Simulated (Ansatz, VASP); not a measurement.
## Two plane-wave programs on ZrC

```
Zr C
1.0
     0.00000    2.40057    2.40057
     2.40057    0.00000    2.40057
     2.40057    2.40057    0.00000
Zr C
1 1
Direct
  0.50000 0.50000 0.50000
  0.00000 0.00000 0.00000
```

Alike in both runs: task single point; functional PBE; k mesh 16 × 16 × 16; occupations gaussian, width 0.1 eV; no spin polarisation.

|  | VASP | Ansatz |
| --- | --- | --- |
| version | VASP 6.6.1 | Ansatz 0.2.0 |
| potentials or method | VASP PAW PBE potentials, release 64 (Zr_sv, C) | scalar-relativistic, plane waves, PAW |
| plane-wave cutoff (eV) | 520 | 420 |
| valence electrons in the cell | 16 | 16 |

```tsv
	VASP	Ansatz	Ansatz less VASP
gap on the k mesh at the Fermi level (eV)	none	none	-
pressure (GPa)	-11.3	-11.5	-0.21
```

A gap of «none» marks a metal or a gap that the smearing closes. With one functional, cell and mesh, what is left measures potentials, basis and numerics.
